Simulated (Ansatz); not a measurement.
# A series in volume per atom on KCl

Band levels at named k points (names of the unstrained cell) at fixed atoms, from the valence top (v1 top filled band, c1 lowest empty), gap the least over mesh, points and any path between them, spin-unpolarised plane waves, DDH-PBE0 mixes 1/eps_inf of exact exchange. The results are calculated, by Ansatz 0.2.0.

Cell of the first row (space group Fm-3m, No. 225):
```
cell vectors (Å)
   0.0000     3.0093     3.0093
   3.0093     0.0000     3.0093
   3.0093     3.0093     0.0000
atoms (fractions of the cell vectors)
K   0.00000  0.00000  0.00000
Cl  0.50000  0.50000  0.50000
```

Settings of every row: periodic directions 3; functional r2SCAN; spin orbit no; potentials PAW; wave cutoff 500 eV; k mesh 8x8x8; smearing width 0 eV.

Point:
```
 name  a (fraction of the reciprocal vector)  b (fraction of the reciprocal vector)  c (fraction of the reciprocal vector)
Gamma                                      0                                      0                                      0
    X                                    0.5                                      0                                    0.5
    U                                  0.625                                   0.25                                  0.625
    K                                  0.375                                  0.375                                   0.75
    L                                    0.5                                    0.5                                    0.5
    W                                    0.5                                   0.25                                   0.75
```

Limits: semilocal functionals tend to give too small a gap.

```
row  volume per atom (Å³)  band gap (eV)  least direct gap (eV)
  1                27.252          6.343                  6.343
  2                30.069              ?                      ?
  3                30.639          5.885                  5.885
  4                30.814          5.865                  5.865
  5                31.103          5.831                  5.831
  6                33.967          5.535                  5.535
  7                34.674          5.471                  5.471
  8                37.023          5.276                  5.276
```

Question: what band gap should row 2 give?

Worked fit of band gap. Take t = volume per atom − 32, in Å³. The shown rows have t = -4.748, -1.361, -1.186, -0.897, 1.967, 2.674, 5.023. Least squares give band gap = 5.7316 − 0.10967 × t + 0.00392 × t² eV; a straight line predicts inner rows, each left out in turn, worse (root mean square 0.03 against 0.0045 eV). The rows lie off it by 0.002, -0.003, -0.002, -0.002, 0.004, 0.005, -0.004 (root mean square 0.0033 eV), a smooth pattern that one more power would take up: the form is only approximate. The withheld row has t = -1.931, so the fit gives 5.7316 − 0.10967 × (-1.931) + 0.00392 × (-1.931)² = 5.958 eV.

The calculation gave 5.954 eV. The fit lies 0.004 eV (0.37 % of the column's range) above it; its largest miss of a shown row is 0.005 eV.

The other values of row 2: least direct gap 5.954 eV.
